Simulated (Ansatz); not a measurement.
## LiCl, one cell by several methods

```yaml
crystal:
  lattice:
    - [3.92608, 0.00000, 0.00000]
    - [-1.96304, 3.40008, 0.00000]
    - [0.00000, 0.00000, 6.28692]
  atoms:
    - { symbol: Li, position: [0.33333, 0.66667, 0.99758] }
    - { symbol: Li, position: [0.66667, 0.33333, 0.49758] }
    - { symbol: Cl, position: [0.33333, 0.66667, 0.37842] }
    - { symbol: Cl, position: [0.66667, 0.33333, 0.87842] }
```

Atom numbers follow the list: Li1, Li2, Cl3, Cl4.

The cell was built from the wurtzite type and relaxed in the same program, and has space group P6_3mc; it needn't be a known or the stable phase.

All numbers are computed: DFT, PBE, PAW with Ansatz's default frozen-core files, scalar-relativistic (Ansatz 0.2.0); DFT, PBE, all-electron PAW with datasets made for the crystal, scalar-relativistic (Ansatz 0.2.0); DFT, PBE, all-electron LAPW, scalar-relativistic (Ansatz 0.2.0).

For PAW: a Γ-centred 10×10×6 k mesh, Fermi–Dirac smearing of 0.05 eV, cutoff 420 eV, no spin polarisation. The crystal-made all-electron datasets (AE datasets) take a cutoff of 200 eV at this cell. LAPW targets a basis error of 1 meV/atom. The Ansatz runs share mesh, smearing and spin set-up. Plane-wave (PAW) pressures include the program's estimate of the Pulay term.

Stress and pressure are positive in compression.

Levels count from the top of the valence band.

```
                             quantity     PAW  AE datasets    LAPW
                       pressure (GPa)    0.01         0.02    0.02
                        band gap (eV)   5.936        5.933   5.933
       highest filled level at Γ (eV)   0.000        0.000   0.000
         lowest empty level at Γ (eV)   5.936        5.933   5.933
       highest filled level at H (eV)  -0.407       -0.407  -0.407
         lowest empty level at H (eV)   8.649        8.648   8.648
       highest filled level at L (eV)  -0.575       -0.575  -0.575
         lowest empty level at L (eV)   7.364        7.363   7.363
field gradient Vzz at Cl3 (10²¹ V/m²)   -0.10        -0.10       –
```
